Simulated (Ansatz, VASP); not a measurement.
# Hf3In2Ga2As4O6 (amorphous HfO2 against InGaAs(110), 6.2 A): VASP beside Ansatz

One calculation is typed for both programs; each brings its own data sets. How far apart do they land? The structure shown is the start of the Ansatz relaxation below; VASP solves that cell, so the two are compared at the walk's first step.

Program: Ansatz 0.2.0. Level of theory: plane waves, with VASP 6.6.1 beside it; single point at PBE. Results are calculated unless marked as measured.

### Step 1. The structure

The cell holds 85 atoms: 10 In, 20 As, 10 Ga, 15 Hf and 30 O. Its edges and angles: a = 11.900 Å, b = 8.415 Å, c = 17.551 Å, α = 90.0°, β = 90.0°, γ = 90.0°. It derives from InGaAs2 (5 planes of zincblende GaAs(110)). A slab of 5 planes of zincblende GaAs(110) (starting lattice constant a = 5.95 A), 11.90 x 8.41 A in plane, 50 % of Ga replaced at random by In. 45 atoms (15 Hf, 30 O) packed at random between the slab and its periodic image at 8.5 g/cm^3 (a layer of 6.2 A) and pushed apart as soft spheres. Langevin MD at fixed cell with the MACE-MP-0b2 small potential (Batatia et al., arXiv:2401.00096), steps of 2 fs: 0.84 ps at 3200 K with the crystal held, 3200 to 550 K in 2.4 ps with the crystal held, 550 to 300 K in 1.2 ps with its inner planes held; soft walls kept the melt out of the crystal while it was held. Then all atoms and the cell's height relaxed. The structure's axis is c.

### Step 2. Ansatz: relaxation, PBE

Ansatz runs on its default PAW (the set named soft_2) files.

The two programs are compared at the cell with which this relaxation starts, whose forces are those of its first step.

input.yaml

```yaml
crystal:
  lattice:
    - [11.9, 0.0, 0.0]
    - [0.0, 8.41457, 0.0]
    - [0.0, 0.0, 17.55099]
  atoms:
    - { symbol: In, position: [0.00288, 0.97349, 0.41577] }
    - { symbol: As, position: [0.1265, 0.98353, 0.0569] }
    - { symbol: Ga, position: [0.24849, 0.75324, 0.0739] }
    - { symbol: As, position: [0.39397, 0.73962, 0.17642] }
    - { symbol: In, position: [0.24884, 0.24124, 0.07482] }
    - { symbol: As, position: [0.39923, 0.23349, 0.18459] }
    - { symbol: In, position: [0.99318, 0.98227, 0.17422] }
    - { symbol: As, position: [0.13098, 0.97968, 0.295] }
    - { symbol: Ga, position: [0.00338, 0.48815, 0.17651] }
    - { symbol: As, position: [0.12281, 0.47933, 0.29697] }
    - { symbol: In, position: [0.26092, 0.23182, 0.30111] }
    - { symbol: As, position: [0.39448, 0.21355, 0.42092] }
    - { symbol: In, position: [0.2613, 0.72693, 0.29818] }
    - { symbol: As, position: [0.38695, 0.73452, 0.42335] }
    - { symbol: Ga, position: [0.00401, 0.47262, 0.41395] }
    - { symbol: As, position: [0.12794, 0.50589, 0.06205] }
    - { symbol: As, position: [0.10511, 0.97736, 0.5483] }
    - { symbol: In, position: [0.23609, 0.71881, 0.53946] }
    - { symbol: In, position: [0.25516, 0.21147, 0.53751] }
    - { symbol: As, position: [0.11025, 0.45659, 0.53565] }
    - { symbol: Ga, position: [0.51576, 0.97179, 0.4183] }
    - { symbol: As, position: [0.62731, 0.98002, 0.0554] }
    - { symbol: Ga, position: [0.72998, 0.71666, 0.07228] }
    - { symbol: As, position: [0.86734, 0.7204, 0.18016] }
    - { symbol: Ga, position: [0.74259, 0.23722, 0.06005] }
    - { symbol: As, position: [0.87161, 0.24852, 0.17314] }
    - { symbol: Ga, position: [0.51892, 0.98465, 0.17759] }
    - { symbol: As, position: [0.6363, 0.98038, 0.29891] }
    - { symbol: Ga, position: [0.5066, 0.48762, 0.18491] }
    - { symbol: As, position: [0.63645, 0.48302, 0.29676] }
    - { symbol: Ga, position: [0.75224, 0.23442, 0.29047] }
    - { symbol: As, position: [0.88084, 0.23489, 0.40195] }
    - { symbol: Ga, position: [0.75379, 0.729, 0.29867] }
    - { symbol: As, position: [0.88064, 0.7126, 0.41117] }
    - { symbol: In, position: [0.51955, 0.47662, 0.42718] }
    - { symbol: As, position: [0.60232, 0.47225, 0.063] }
    - { symbol: As, position: [0.61571, 0.97134, 0.54079] }
    - { symbol: In, position: [0.75168, 0.72353, 0.53581] }
    - { symbol: In, position: [0.75321, 0.21235, 0.52277] }
    - { symbol: As, position: [0.63161, 0.46489, 0.55643] }
    - { symbol: Hf, position: [0.75972, 0.28337, 0.72047] }
    - { symbol: Hf, position: [0.21684, 0.94715, 0.72067] }
    - { symbol: Hf, position: [0.7525, 0.49797, 0.91126] }
    - { symbol: Hf, position: [0.49682, 0.50682, 0.77945] }
    - { symbol: Hf, position: [0.01509, 0.30759, 0.66727] }
    - { symbol: Hf, position: [0.45174, 0.15734, 0.74669] }
    - { symbol: Hf, position: [0.9069, 0.17139, 0.88281] }
    - { symbol: Hf, position: [0.89874, 0.97186, 0.70367] }
    - { symbol: Hf, position: [0.40677, 0.02512, 0.90632] }
    - { symbol: Hf, position: [0.43313, 0.41604, 0.93807] }
    - { symbol: Hf, position: [0.67357, 0.84758, 0.78214] }
    - { symbol: Hf, position: [0.23715, 0.68346, 0.88061] }
    - { symbol: Hf, position: [0.97215, 0.63054, 0.75885] }
    - { symbol: Hf, position: [0.90658, 0.79528, 0.91437] }
    - { symbol: Hf, position: [0.19417, 0.29997, 0.81342] }
    - { symbol: O, position: [0.58971, 0.47216, 0.87995] }
    - { symbol: O, position: [0.06503, 0.23264, 0.87542] }
    - { symbol: O, position: [0.45712, 0.24765, 0.86067] }
    - { symbol: O, position: [0.88756, 0.46077, 0.69376] }
    - { symbol: O, position: [0.91003, 0.00344, 0.9645] }
    - { symbol: O, position: [0.89195, 0.5641, 0.85169] }
    - { symbol: O, position: [0.35816, 0.36303, 0.74594] }
    - { symbol: O, position: [0.28937, 0.0758, 0.8196] }
    - { symbol: O, position: [0.13636, 0.16485, 0.71804] }
    - { symbol: O, position: [0.40997, 0.608, 0.86653] }
    - { symbol: O, position: [0.31008, 0.84545, 0.94887] }
    - { symbol: O, position: [0.72799, 0.7482, 0.87649] }
    - { symbol: O, position: [0.7235, 0.04541, 0.72058] }
    - { symbol: O, position: [0.57992, 0.68409, 0.73599] }
    - { symbol: O, position: [0.58354, 0.31451, 0.72721] }
    - { symbol: O, position: [0.92643, 0.18954, 0.75487] }
    - { symbol: O, position: [0.26023, 0.75763, 0.77687] }
    - { symbol: O, position: [0.82271, 0.76034, 0.71954] }
    - { symbol: O, position: [0.3598, 0.02417, 0.67573] }
    - { symbol: O, position: [0.88096, 0.95249, 0.82443] }
    - { symbol: O, position: [0.87163, 0.17336, 0.62426] }
    - { symbol: O, position: [0.36857, 0.20101, 0.9841] }
    - { symbol: O, position: [0.04397, 0.84031, 0.71376] }
    - { symbol: O, position: [0.06576, 0.73095, 0.87006] }
    - { symbol: O, position: [0.81857, 0.30294, 0.9703] }
    - { symbol: O, position: [0.25278, 0.44093, 0.89968] }
    - { symbol: O, position: [0.77142, 0.31102, 0.8306] }
    - { symbol: O, position: [0.83126, 0.65295, 0.99458] }
    - { symbol: O, position: [0.52195, 0.9737, 0.81839] }
    - { symbol: O, position: [0.09461, 0.45837, 0.74972] }
kpoints:
  mp_grid: { grid: [1, 1, 1] }
hamiltonian:
  xc: pbe
scf:
  occupations: { method: fermi_dirac, width: 0.025 }
output:
  forces: true
relax:
  f_tol: 0.08
  max_steps: 90
  cell: { fix: [a, b, alpha, beta, gamma] }
```

Command:

```
> ansatz run input.yaml --threads 8 --pin off --max-ram 15872MiB --backend cpu --events-out ev --progress --plain --runs-dir out
```

Numbers of over 12 decimals in the logs are rounded to 6 here.

The log of the run:

```text
Engine: ansatz 0.2.0, aarch64-unknown-linux-gnu
Pseudopotentials: kind: paw
Pseudopotential: In, paw, valence charge 13, recommended cutoff 420 eV (normal), In.paw.azcp
Pseudopotential: As, paw, valence charge 15, recommended cutoff 420 eV (normal), As.paw.azcp
Pseudopotential: Ga, paw, valence charge 13, recommended cutoff 420 eV (normal), Ga.paw.azcp
Pseudopotential: Hf, paw, valence charge 26, recommended cutoff 420 eV (normal), Hf.paw.azcp
Pseudopotential: O, paw, valence charge 6, recommended cutoff 420 eV (normal), O.paw.azcp
Functional definition: PBE
  parameter kappa = 0.804
  parameter beta = 0.066725
  exchange = pbe_x(kappa = kappa, mu = beta*pi^2/3)
  correlation = pbe_c(beta = beta)
Crystal: 85 atoms, lattice volume = 1757.440 Å³
Basis set: ecut = 420 eV, 34345 PW (Γ), exchange–correlation on 160×120×240 points (8 copies of the dense FFT grid, shifted against one another)
Bands: 678, of which v1, the nominal top of the filled ones, is band 565 counted from 1 (564 counted from 0)
Symmetry: 1 space group operations
Space group: P1 (ITA 1), of the structure as read, at distance tolerance 1.2e-4 Å
k-points: 1
Non-local potential: In, projectors of the file, l = 0: 2, l = 1: 2, l = 2: 2, l = 3: 2
Non-local potential: As, projectors of the file, l = 0: 2, l = 1: 2, l = 2: 3, l = 3: 1
Non-local potential: Ga, projectors of the file, l = 0: 2, l = 1: 2, l = 2: 3, l = 3: 1
Non-local potential: Hf, projectors of the file, l = 0: 3, l = 1: 2, l = 2: 2, l = 3: 3
Non-local potential: O, projectors of the file, l = 0: 2, l = 1: 2, l = 2: 1
PAW form: soft (Blöchl's): semilocal exchange-correlation on the pseudo side does not see the compensation charge
PAW one-centre angular grid: In, 590 points (default); XC on 64 Gauss nodes
PAW one-centre angular grid: As, 590 points (default); XC on 64 Gauss nodes
PAW one-centre angular grid: Ga, 590 points (default); XC on 64 Gauss nodes
PAW one-centre angular grid: Hf, 590 points (default); XC on 64 Gauss nodes
PAW one-centre angular grid: O, 110 points (default); XC on 64 Gauss nodes
Initial density: superposition of atomic densities (neutral atoms: chi_scale 0, normalization atom), corrected by the library's trained network
Initial wavefunctions: pseudopotential atomic-orbital guess
Functional: x = pbe(κ = 0.804, μ = 0.219515), c = pbe(β = 0.066725)
SCF iter   1: F=—  HF=-443839.169824 eV  |F-HF|=—  |Δ(HF+E_count)|=         —  Δρ=5.35e-3  dr2=1.42e0  ethr=1.77e-3  ⟨swp⟩=5.0  Hψ=2170  notcnv=0  defer=99
preconditioner: auto → LDOS  [insulator: Δε(μ)=0.110 eV  Ē_g=13.749 eV  σ=0.025 eV  W_gap=0.80  n_scr=480 (ndim 8)  ℏωp=25.2 eV  f_vac=0.162  D(μ)=14.32/eV (n_scr^D=56)  ε∞_Penn≈4.4  β→1.0]
SCF iter   2: F=—  HF=-443839.313142 eV  |F-HF|=—  |Δ(HF+E_count)|=   1.43e-1  Δρ=6.72e-3  dr2=1.77e0  ethr=1.25e-4  ⟨swp⟩=3.0  Hψ=1201  notcnv=0  defer=104
SCF iter   3: F=—  HF=-443839.118751 eV  |F-HF|=—  |Δ(HF+E_count)|=   1.94e-1  Δρ=5.62e-3  dr2=7.44e-1  ethr=1.25e-4  ⟨swp⟩=4.0  Hψ=1039  notcnv=0  defer=104
SCF iter   4: F=—  HF=-443838.959604 eV  |F-HF|=—  |Δ(HF+E_count)|=   1.59e-1  Δρ=1.00e-3  dr2=4.24e-2  ethr=6.59e-5  ⟨swp⟩=2.0  Hψ=1187  notcnv=0  defer=104
SCF iter   5: F=—  HF=-443838.953653 eV  |F-HF|=—  |Δ(HF+E_count)|=   5.95e-3  Δρ=6.17e-4  dr2=1.59e-2  ethr=3.75e-6  ⟨swp⟩=2.0  Hψ=1005  notcnv=0  defer=104
SCF iter   6: F=—  HF=-443838.952255 eV  |F-HF|=—  |Δ(HF+E_count)|=   1.40e-3  Δρ=3.19e-4  dr2=5.46e-3  ethr=1.41e-6  ⟨swp⟩=2.0  Hψ=976  notcnv=0  defer=104
SCF iter   7: F=—  HF=-443838.951871 eV  |F-HF|=—  |Δ(HF+E_count)|=   3.84e-4  Δρ=1.68e-4  dr2=1.95e-3  ethr=4.84e-7  ⟨swp⟩=2.0  Hψ=973  notcnv=0  defer=104
SCF iter   8: F=—  HF=-443838.951736 eV  |F-HF|=—  |Δ(HF+E_count)|=   1.34e-4  Δρ=1.04e-4  dr2=6.42e-4  ethr=1.73e-7  ⟨swp⟩=2.0  Hψ=956  notcnv=0  defer=104
SCF iter   9: F=—  HF=-443838.951682 eV  |F-HF|=—  |Δ(HF+E_count)|=   5.39e-5  Δρ=6.68e-5  dr2=2.16e-4  ethr=5.68e-8  ⟨swp⟩=2.0  Hψ=946  notcnv=0  defer=104
SCF iter  10: F=—  HF=-443838.951710 eV  |F-HF|=—  |Δ(HF+E_count)|=   2.79e-5  Δρ=4.56e-5  dr2=7.76e-5  ethr=1.91e-8  ⟨swp⟩=2.0  Hψ=979  notcnv=0  defer=104
SCF iter  11: F=—  HF=-443838.951731 eV  |F-HF|=—  |Δ(HF+E_count)|=   2.06e-5  Δρ=2.68e-5  dr2=2.75e-5  ethr=6.87e-9  ⟨swp⟩=2.0  Hψ=1116  notcnv=0  defer=104
SCF iter  12: F=—  HF=-443838.951730 eV  |F-HF|=—  |Δ(HF+E_count)|=   1.00e-6  Δρ=1.73e-5  dr2=1.10e-5  ethr=2.43e-9  ⟨swp⟩=2.0  Hψ=962  notcnv=0  defer=104
SCF iter  13: F=—  HF=-443838.951729 eV  |F-HF|=—  |Δ(HF+E_count)|=   7.68e-7  Δρ=8.29e-6  dr2=2.89e-6  ethr=9.71e-10  ⟨swp⟩=2.0  Hψ=979  notcnv=0  defer=104
SCF iter  14: F=—  HF=-443838.951729 eV  |F-HF|=—  |Δ(HF+E_count)|=   1.52e-7  Δρ=4.88e-6  dr2=9.49e-7  ethr=2.56e-10  ⟨swp⟩=2.0  Hψ=971  notcnv=0  defer=104
SCF iter  15: F=—  HF=-443838.951729 eV  |F-HF|=—  |Δ(HF+E_count)|=   1.63e-9  Δρ=3.86e-6  dr2=4.69e-7  ethr=8.40e-11  ⟨swp⟩=2.0  Hψ=973  notcnv=0  defer=104
[...]
atom  65  O     -0.00355121     0.00232089    -0.00010819
  atom  66  O      0.00307751     0.00782417     0.00354787
  atom  67  O     -0.01635051     0.00809528    -0.00050379
  atom  68  O     -0.00993257    -0.01297509     0.00132868
  atom  69  O      0.01438913     0.00740571     0.00958892
  atom  70  O      0.00728089    -0.00463527    -0.00980852
  atom  71  O     -0.01382216     0.00114401    -0.01982480
[...]
atom  76  O     -0.00310689     0.00132599    -0.00922806
  atom  77  O      0.01479322    -0.00465109    -0.00440089
  atom  78  O      0.04195303     0.00898310    -0.01372192
  atom  79  O      0.02014186    -0.01124840    -0.00815792
  atom  80  O      0.00861579     0.00973428    -0.01286339
  atom  81  O     -0.00867432     0.00591519    -0.00308430
  atom  82  O     -0.00002837    -0.01702492    -0.00721686
  atom  83  O     -0.00037442     0.00104619    -0.03001478
  atom  84  O     -0.00956649     0.01976049     0.01773040
  atom  85  O      0.00519131     0.00189786     0.00946173
  max |Σ_I F_I| component: 1.29e-5 eV/Å
--- Stress (GPa, compression-positive) ---
       -2.428479      -0.076012      -1.380428
       -0.076012       1.923499       0.816974
       -1.380428       0.816974       0.018431
  P = ⅓ Tr σ = -0.1622 GPa (-1.622 kbar)
--- Relaxed structure (11 steps of the walk, 10 accepted, 1 SCFs on fresh bases) ---
  F+E_penalty+E_count = -443840.74041549 eV   max|allowed force component| = 7.592e-2 eV/Å   (the final SCF, on the basis selected at the relaxed cell)
  cell:  # Å, volume = 1771.2423 Å³
    - [11.9, 0, 0]
    - [0, 8.41457, 0]
    - [0, 0, 17.688829]
  atoms:
    - { symbol: In, position: [0.010214, 0.944249, 0.430533] }
    - { symbol: As, position: [0.133321, 0.948970, 0.060660] }
    - { symbol: Ga, position: [0.229082, 0.709657, 0.100819] }
    - { symbol: As, position: [0.403115, 0.714614, 0.176594] }
    - { symbol: In, position: [0.249693, 0.213343, 0.084211] }
    - { symbol: As, position: [0.405900, 0.212167, 0.190154] }
    - { symbol: In, position: [1.002601, 0.960924, 0.179536] }
    - { symbol: As, position: [0.133489, 0.956135, 0.307914] }
    - { symbol: Ga, position: [-0.00282893, 0.463682, 0.169516] }
    - { symbol: As, position: [0.119757, 0.459358, 0.289187] }
    - { symbol: In, position: [0.261017, 0.212585, 0.302100] }
    - { symbol: As, position: [0.407985, 0.185175, 0.417292] }
    - { symbol: In, position: [0.265631, 0.704300, 0.296638] }
    - { symbol: As, position: [0.411077, 0.697493, 0.413993] }
    - { symbol: Ga, position: [0.00803188, 0.441895, 0.406252] }
    - { symbol: As, position: [0.125692, 0.472796, 0.056957] }
    - { symbol: As, position: [0.139718, 0.919245, 0.562216] }
    - { symbol: In, position: [0.250408, 0.672674, 0.512804] }
    - { symbol: In, position: [0.256794, 0.166262, 0.520700] }
    - { symbol: As, position: [0.117377, 0.419997, 0.528103] }
    - { symbol: Ga, position: [0.533897, 0.946339, 0.410765] }
    - { symbol: As, position: [0.617462, 0.977397, 0.042966] }
    - { symbol: Ga, position: [0.727848, 0.723579, 0.073269] }
    - { symbol: As, position: [0.868734, 0.703318, 0.180267] }
    - { symbol: Ga, position: [0.735331, 0.233250, 0.057766] }
    - { symbol: As, position: [0.871482, 0.221154, 0.167708] }
    - { symbol: Ga, position: [0.523509, 0.967198, 0.170783] }
    - { symbol: As, position: [0.644681, 0.950039, 0.290047] }
    - { symbol: Ga, position: [0.515657, 0.463202, 0.191824] }
    - { symbol: As, position: [0.650417, 0.451139, 0.302912] }
    - { symbol: Ga, position: [0.762490, 0.200722, 0.287130] }
    - { symbol: As, position: [0.886810, 0.203146, 0.402737] }
    - { symbol: Ga, position: [0.763667, 0.702155, 0.299024] }
    - { symbol: As, position: [0.886660, 0.684258, 0.415879] }
    - { symbol: In, position: [0.538922, 0.437732, 0.434427] }
    - { symbol: As, position: [0.598950, 0.473227, 0.064958] }
    - { symbol: As, position: [0.612378, 0.951229, 0.538470] }
    - { symbol: In, position: [0.736937, 0.696622, 0.524119] }
    - { symbol: In, position: [0.761817, 0.187405, 0.524388] }
    - { symbol: As, position: [0.643141, 0.439553, 0.574452] }
    - { symbol: Hf, position: [0.749597, 0.312026, 0.725062] }
    - { symbol: Hf, position: [0.214110, 0.970625, 0.713644] }
    - { symbol: Hf, position: [0.746201, 0.516901, 0.914476] }
    - { symbol: Hf, position: [0.491426, 0.534031, 0.785813] }
    - { symbol: Hf, position: [0.010349, 0.326015, 0.666058] }
    - { symbol: Hf, position: [0.441167, 0.182532, 0.748345] }
    - { symbol: Hf, position: [0.903443, 0.192756, 0.885559] }
    - { symbol: Hf, position: [0.893756, 0.996702, 0.708172] }
    - { symbol: Hf, position: [0.408375, 0.053092, 0.910494] }
    - { symbol: Hf, position: [0.429382, 0.438345, 0.942750] }
    - { symbol: Hf, position: [0.670942, 0.874510, 0.786322] }
    - { symbol: Hf, position: [0.228258, 0.713282, 0.875058] }
    - { symbol: Hf, position: [0.962894, 0.650384, 0.758735] }
    - { symbol: Hf, position: [0.898847, 0.818482, 0.916077] }
    - { symbol: Hf, position: [0.188592, 0.322592, 0.811344] }
    - { symbol: O, position: [0.583017, 0.499186, 0.886699] }
    - { symbol: O, position: [0.063839, 0.245575, 0.874007] }
    - { symbol: O, position: [0.451463, 0.280849, 0.862689] }
    - { symbol: O, position: [0.880594, 0.480194, 0.687898] }
    - { symbol: O, position: [0.916297, 0.024904, 0.965665] }
    - { symbol: O, position: [0.881089, 0.585721, 0.850257] }
    - { symbol: O, position: [0.354555, 0.395232, 0.744946] }
    - { symbol: O, position: [0.290502, 0.107309, 0.814033] }
    - { symbol: O, position: [0.134538, 0.186627, 0.710316] }
    - { symbol: O, position: [0.403183, 0.631672, 0.872794] }
    - { symbol: O, position: [0.302556, 0.883768, 0.934793] }
    - { symbol: O, position: [0.718616, 0.772302, 0.881392] }
    - { symbol: O, position: [0.720213, 0.076033, 0.715986] }
    - { symbol: O, position: [0.576179, 0.708389, 0.740816] }
    - { symbol: O, position: [0.576771, 0.340097, 0.734862] }
    - { symbol: O, position: [0.919011, 0.217187, 0.755959] }
    - { symbol: O, position: [0.254270, 0.777247, 0.770811] }
    - { symbol: O, position: [0.815934, 0.782668, 0.721357] }
    - { symbol: O, position: [0.358907, 0.053981, 0.671191] }
    - { symbol: O, position: [0.859982, 0.979588, 0.828190] }
    - { symbol: O, position: [0.906298, 0.155992, 0.615632] }
    - { symbol: O, position: [0.372388, 0.220945, 0.989132] }
    - { symbol: O, position: [0.035883, 0.863492, 0.718614] }
    - { symbol: O, position: [0.055743, 0.754371, 0.870084] }
    - { symbol: O, position: [0.815565, 0.320417, 0.971376] }
    - { symbol: O, position: [0.241784, 0.467636, 0.895862] }
    - { symbol: O, position: [0.760447, 0.329746, 0.834457] }
    - { symbol: O, position: [0.833116, 0.667459, 0.995474] }
    - { symbol: O, position: [0.522665, 1.006319, 0.819734] }
    - { symbol: O, position: [0.088124, 0.481690, 0.746513] }
```

(Part 1 of 2 ends here.)

[Lines on the potential files, build, host, timing and source positions are cut from VASP's logs without a mark.]

[Logs are printed without paths, hosts, clocks, repeated set-up lines and the standing remarks that a program may print on its own settings, such as how far it seeks lower states.]

[Hosts, paths, dates, database ids (printed as entryN), source tags and the programs' standing remarks are cut or masked in the printed files.]
